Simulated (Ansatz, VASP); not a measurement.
Tl: VASP beside Ansatz

File INCAR:

```
PREC = Accurate
ENCUT = 520
EDIFF = 1E-7
ISMEAR = 0
SIGMA = 0.15
LREAL = False
LASPH = True
NELM = 100
ALGO = Normal
ISIF = 2
LWAVE = False
LCHARG = False
GGA = PS
NBANDS = 12
```

File KPOINTS:

```
regular mesh
0
Gamma
  20 20 20
```

File POSCAR:

```
Tl
1.0
   -1.9410000000      1.9410000000      1.9410000000
    1.9410000000     -1.9410000000      1.9410000000
    1.9410000000      1.9410000000     -1.9410000000
Tl
1
Direct
    0.0000000000      0.0000000000      0.0000000000
```

Input for Ansatz:

```yaml
crystal:
  lattice:
    - [-1.941, 1.941, 1.941]
    - [1.941, -1.941, 1.941]
    - [1.941, 1.941, -1.941]
  atoms:
    - { symbol: Tl, position: [0.0, 0.0, 0.0] }
basis:
  ecutwfc: 420
kpoints:
  mp_grid: { grid: [20, 20, 20] }
hamiltonian:
  xc: pbesol
scf:
  occupations: { method: gaussian, width: 0.15 }
output:
  forces: true
  stress: true
  eigenvalues: true
```

This isn't the form of Tl at room conditions, which is hcp.

Alike in both runs: task single point; functional PBEsol; k mesh 20 × 20 × 20; occupations gaussian, width 0.15 eV; no spin polarisation.

```csv
,VASP,Ansatz
version,VASP 6.6.1,Ansatz 0.2.0
potentials or method,"VASP PAW PBE potentials, release 64 (Tl_d)","scalar-relativistic, plane waves, PAW"
plane-wave cutoff (eV),520,420
valence electrons in the cell,13,13
```

|  | VASP | Ansatz | Ansatz less VASP |
| --- | --- | --- | --- |
| gap on the k mesh at the Fermi level (eV) | none | none | - |
| pressure (GPa) | -0.8 | -0.8 | +0.06 |

A gap of «none» marks a metal or a gap that the smearing closes.

Caveats: the PAW data sets were made with another functional, which shifts forces and pressure a little (VASP). The runs have no spin-orbit coupling, so splittings on Tl are missing.
